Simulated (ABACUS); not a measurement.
The system is CdO (Monteponite).

```
CELL_PARAMETERS angstrom
0.00000 2.34950 2.34950
2.34950 0.00000 2.34950
2.34950 2.34950 0.00000
ATOMIC_POSITIONS crystal
Cd 0.00000 0.00000 0.00000
O 0.50000 0.50000 0.50000
```

Program: ABACUS 3.10.1. Alike in all runs: task single point; no spin polarisation; cell as given; cutoff (eV) 1401; smearing fermi-dirac 0.05 eV.

Task: Order these runs on this cell by their band gap on the k mesh, lowest first.
A. level PBE0-type (share 0.1); potentials or basis SG15 ONCV 1.2 PBE, DZP LCAO (the cutoffs set its grid); k mesh 4 × 4 × 4; SCF threshold on the density 1e-07; eigensolver genelpa; share of exact exchange 0.1; threshold of the auxiliary basis 0.001; range of the exchange potential (exx_ccp_rmesh_times) 2.5; mesh quality coarse
B. level PBE0-type (share 0.4); potentials or basis SG15 ONCV 1.2 PBE, DZP LCAO (the cutoffs set its grid); k mesh 4 × 4 × 4; SCF threshold on the density 1e-07; eigensolver genelpa; share of exact exchange 0.4; threshold of the auxiliary basis 0.001; range of the exchange potential (exx_ccp_rmesh_times) 2.5; mesh quality coarse
C. level PBE0-type (share 0.25); potentials or basis SG15 ONCV 1.2 PBE, DZP LCAO (the cutoffs set its grid); k mesh 4 × 4 × 4; SCF threshold on the density 1e-07; eigensolver genelpa; share of exact exchange 0.25; threshold of the auxiliary basis 0.001; range of the exchange potential (exx_ccp_rmesh_times) 2.5; mesh quality coarse
D. level PBEsol; potentials or basis PseudoDojo NC SR 0.4.1 PBEsol standard, plane waves; k mesh 10 × 10 × 10; SCF threshold on the density 1e-08; eigensolver dav; mesh quality not flagged

Result: D (metal), A (0.32 eV), C (1.51 eV), B (2.73 eV).

Caveats: some runs use coarse meshes; the atomic orbitals were generated for these runs and aren't a published set (some runs); gaps of hybrids in this basis differ from plane-wave ones by up to 0.1 eV (some runs); the basis of atomic orbitals isn't converged, which shifts pressures, moduli and gaps (some runs); this crystal is a semiconductor, whose small gap the functional closes, so the metal is an error of the method (some runs).

A k mesh can miss the band edges.
